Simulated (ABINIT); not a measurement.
A run of ABINIT 10.8.3 (patched build):

File run.abi:

```
# Datasets: ground state, then fixed potential
ndtset 2

# Pseudopotentials
pp_dirpath "./"
pseudos "Te.GGA_PBE-JTH.xml, Sn.GGA_PBE-JTH_sp.xml"

# Structure
acell 3*1.0 Angstrom
rprim
     0.0000000000     3.1508500000     3.1508500000
     3.1508500000     0.0000000000     3.1508500000
     3.1508500000     3.1508500000     0.0000000000
ntypat 2
znucl 52 50
natom 2
typat 1 2
xcart
     5.9542435598     5.9542435598     5.9542435598
     0.0000000000     0.0000000000     0.0000000000

# Plane-wave basis
ecut 408.170794 eV
pawecutdg 30.0

# Exchange and correlation
ixc 11

# Bands and occupations
occopt 3
tsmear 0.05 eV

# SCF cycle
nstep 100

# Output
iomode 3
prtwf 0
prteig 0
prtebands 0
prtden1 1
prtvha1 1
prtvclmb1 1
prtpot1 1

# Dataset 1
kptopt1 1
ngkpt1 7 7 7
nshiftk1 1
shiftk1 0.0 0.0 0.0
nband1 9
tolvrs1 1.0e-9

# Dataset 2: bands along G-X-W-K-G-L-U-W-L-K
iscf2 -2
getden2 1
nband2 13
nbdbuf2 2
tolwfr2 1.0e-12
kptopt2 -9
ndivsm2 8
prteig2 1
prtvol2 -3
kptbounds2
     0.0000000000     0.0000000000     0.0000000000
     0.5000000000     0.0000000000     0.5000000000
     0.5000000000     0.2500000000     0.7500000000
     0.3750000000     0.3750000000     0.7500000000
     0.0000000000     0.0000000000     0.0000000000
     0.5000000000     0.5000000000     0.5000000000
     0.6250000000     0.2500000000     0.6250000000
     0.5000000000     0.2500000000     0.7500000000
     0.5000000000     0.5000000000     0.5000000000
     0.3750000000     0.3750000000     0.7500000000
```

Potentials or basis: JTH PAW PBE v2.0 sp.

The run is started by

```console
$ abinit run.abi > log 2>&1
```

Hardware: 1 thread of Arm Neoverse V2, with other jobs on the host.

Problem. Estimate the wall time of this run.

Solution. Wall time 34 s on 1 thread of Arm Neoverse V2 (shared host), peak memory 0.14 GiB. Counts: scf iterations 9, k points 20, bands 9, plane waves 1187.
